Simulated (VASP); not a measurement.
Write the native input for VASP 6.6.1 that does the following.

```
Task                   : band structure
Functional             : PBEsol
Potentials or basis    : VASP PAW PBE potentials, release 64 (Hf_pv, O)
Cutoff                 : 520 eV
k mesh                 : 4 × 4 × 4
Occupations            : gaussian, width 0.02 eV
Spin                   : no spin polarisation
Further INCAR settings : ALGO = Fast; EDIFF = 1e-07; NBANDS = 56
```

The structure of HfO2 lies in POSCAR:

```
HfO2
1.0
    5.0762300000      0.0000000000     -0.0024800000
    0.0000000000      5.1542900000      0.0000000000
   -0.8756500000      0.0000000000      5.1713200000
Hf O
4 8
Direct
    0.2773100000      0.4573000000      0.7076600000
    0.7226900000      0.9573000000      0.7923400000
    0.7226900000      0.5427000000      0.2923400000
    0.2773100000      0.0427000000      0.2076600000
    0.4470700000      0.7418200000      0.9808000000
    0.5529300000      0.2418200000      0.5192000000
    0.5529300000      0.2581800000      0.0192000000
    0.4470700000      0.7581800000      0.4808000000
    0.0711500000      0.3371800000      0.3408000000
    0.9288500000      0.8371800000      0.1592000000
    0.9288500000      0.6628200000      0.6592000000
    0.0711500000      0.1628200000      0.8408000000
```

The cell is a database's computed one.

These files were run (other wordings do the same):

INCAR

```
PREC     = Accurate       # precision mode
ENCUT    = 520            # plane-wave cutoff, eV
EDIFF    = 1E-7           # SCF threshold, eV
ISMEAR   = 0              # smearing method
SIGMA    = 0.02           # smearing width, eV
LREAL    = False          # projectors in reciprocal space
LASPH    = True           # aspherical terms in the spheres
NELM     = 80             # most SCF steps
ALGO     = Fast           # electronic algorithm
ISIF     = 2              # what is computed and relaxed
LWAVE    = False          # write WAVECAR
LCHARG   = False          # write CHGCAR
LMAXMIX  = 4              # l up to which the mixer works
GGA      = PS             # functional
NBANDS   = 56             # bands
```

KPOINTS

```
Automatic mesh
0
Gamma
  4 4 4
```

KPOINTS_OPT

```
path GYHCEM1AXH1,MDZ,YD
20
line-mode
reciprocal
 0.0000000000  0.0000000000  0.0000000000  G
 0.0000000000  0.0000000000  0.5000000000  Y

 0.0000000000  0.0000000000  0.5000000000  Y
-0.4310603737  0.0000000000  0.5745724644  H

-0.4310603737  0.0000000000  0.5745724644  H
-0.5000000000  0.0000000000  0.5000000000  C

-0.5000000000  0.0000000000  0.5000000000  C
-0.5000000000  0.5000000000  0.5000000000  E

-0.5000000000  0.5000000000  0.5000000000  E
-0.5689396263  0.5000000000  0.4254275356  M1

-0.5689396263  0.5000000000  0.4254275356  M1
-0.5000000000  0.5000000000  0.0000000000  A

-0.5000000000  0.5000000000  0.0000000000  A
-0.5000000000  0.0000000000  0.0000000000  X

-0.5000000000  0.0000000000  0.0000000000  X
-0.5689396263  0.0000000000  0.4254275356  H1

-0.4310603737  0.5000000000  0.5745724644  M
 0.0000000000  0.5000000000  0.5000000000  D

 0.0000000000  0.5000000000  0.5000000000  D
 0.0000000000  0.5000000000  0.0000000000  Z

 0.0000000000  0.0000000000  0.5000000000  Y
 0.0000000000  0.5000000000  0.5000000000  D
```

Potentials or basis: VASP PAW PBE potentials, release 64 (Hf_pv, O).

The run is started by

```sh
$ cat potpaw_PBE.64/Hf_pv/POTCAR potpaw_PBE.64/O/POTCAR > POTCAR
$ mpirun -np 1 vasp_std > vasp.out
```

Results of the run:

```yaml
Pressure: 0.2 GPa
Largest_force: 0.006 eV/Å
Band_gap_on_the_k_mesh: 3.96 eV, indirect (least direct gap 4.06 eV)
Band_gap_along_the_path: 3.96 eV, indirect (least direct gap 4.04 eV)
```

Caveat: the PAW data sets were made with another functional, which shifts forces and pressure a little; spin-orbit coupling is left out, which moves the levels of the heavy elements.

Wall time 11 min on 1 thread of Intel(R) Xeon(R) 6975P-C (Granite Rapids), on a shared host, peak memory 0.44 GiB.
